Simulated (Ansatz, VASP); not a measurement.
## Rh: VASP beside Ansatz

```
Rh
1.0
     0.00000    1.89785    1.89785
     1.89785    0.00000    1.89785
     1.89785    1.89785    0.00000
Rh
1
Direct
  0.00000 0.00000 0.00000
```

Alike in both runs: functional PBEsol; k mesh 12 × 12 × 12; occupations fermi-dirac, width 0.05 eV; no spin polarisation.

|  | VASP | Ansatz |
| --- | --- | --- |
| version | VASP 6.6.1 | Ansatz 0.2.0 |
| potentials or method | VASP PAW PBE potentials, release 64 (Rh_pv) | Ansatz PAW |
| plane-wave cutoff (eV) | 520 | 420 |
| valence electrons in the cell | 15 | 17 |
| task | single point | band structure |

Ansatz gave:

- gap on the k mesh at the Fermi level (eV): none
- pressure (GPa): -3.7

**Question.** Estimate VASP's values.

**Answer.** gap on the k mesh at the Fermi level (eV): none; pressure (GPa): -3.8.

A gap of «none» marks a metal or a gap that the smearing closes. The two sets of potentials don't hold the same shells in valence.

Caveats: the PAW data sets were made with another functional, which shifts forces and pressure a little (VASP); the PAW data sets come from PBE, with cores solved anew for the run's functional, which leaves a small shift of forces and pressure (Ansatz).
